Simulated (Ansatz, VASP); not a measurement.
Given: the input of a run of Ansatz 0.2.0 on Ti.

Contents of input.yaml:

```yaml
crystal:
  lattice:
    - [4.6274787604, 0.0, 0.0]
    - [-2.3137393802, 4.007514162, 0.0]
    - [0.0, 0.0, 2.8634359596]
  atoms:
    - { symbol: Ti, position: [0.6666666667, 0.3333333333, 0.5] }
    - { symbol: Ti, position: [0.3333333333, 0.6666666667, 0.5] }
    - { symbol: Ti, position: [0.0, 0.0, 0.0] }
kpoints:
  mp_grid: { grid: [7, 7, 9] }
scf:
  occupations: { method: fermi_dirac, width: 0.05 }
hamiltonian:
  xc: pbesol
  pseudopotentials: { kind: all_electron, lapw: { basis_error: 0.002 } }
output:
  forces: true
  stress: true
  eigenvalues: true
```

Potentials or basis: all-electron LAPW, scalar-relativistic.

The run is started by

```bash
$ ansatz run input.yaml --threads 2 --pin off --max-ram 6144MiB --backend cpu --events-out ev --progress --plain --runs-dir out
```

**Question.** Set up the same calculation for VASP 6.6.1. Potentials there: VASP PAW PBE potentials, release 64 (Ti_sv).

**Answer.** As run (the cutoff follows the program's own potentials):

File INCAR:

```
SYSTEM = Ti
PREC = Accurate
ENCUT = 520
EDIFF = 1E-6
ISMEAR = -1
SIGMA = 0.05
LREAL = .False.
LASPH = .True.
NELM = 60
ALGO = Normal
ISIF = 2
LWAVE = .False.
LCHARG = .True.
GGA = PS
LELF = .True.
LVHAR = .True.
NBANDS = 25
```

File KPOINTS:

```
regular mesh
0
Gamma
  7 7 9
  0 0 0
```

Contents of POSCAR:

```
Ti
1.0
    4.6274787604      0.0000000000      0.0000000000
   -2.3137393802      4.0075141620      0.0000000000
    0.0000000000      0.0000000000      2.8634359596
Ti
3
Direct
    0.6666666667      0.3333333333      0.5000000000
    0.3333333333      0.6666666667      0.5000000000
    0.0000000000      0.0000000000      0.0000000000
```

Potentials or basis: VASP PAW PBE potentials, release 64 (Ti_sv).

Launch:

```console
$ cat potpaw_PBE.64/Ti_sv/POTCAR > POTCAR
$ mpirun -np 1 vasp_std > vasp.out
```

Both were run:

|  | VASP | Ansatz | Ansatz less VASP |
| --- | --- | --- | --- |
| gap on the k mesh at the Fermi level (eV) | none | none | - |
| pressure (GPa) | -7.7 | -7.6 | +0.12 |
| largest component of the traceless stress (GPa) | 0.08 | 0.07 | -0.005 |

A gap of «none» marks a metal or a gap that the smearing closes. Ansatz ran all-electron here, so the differences hold the error of VASP's frozen core and of both bases.

Caveats: the PAW data sets were made with another functional, which shifts forces and pressure a little (VASP).
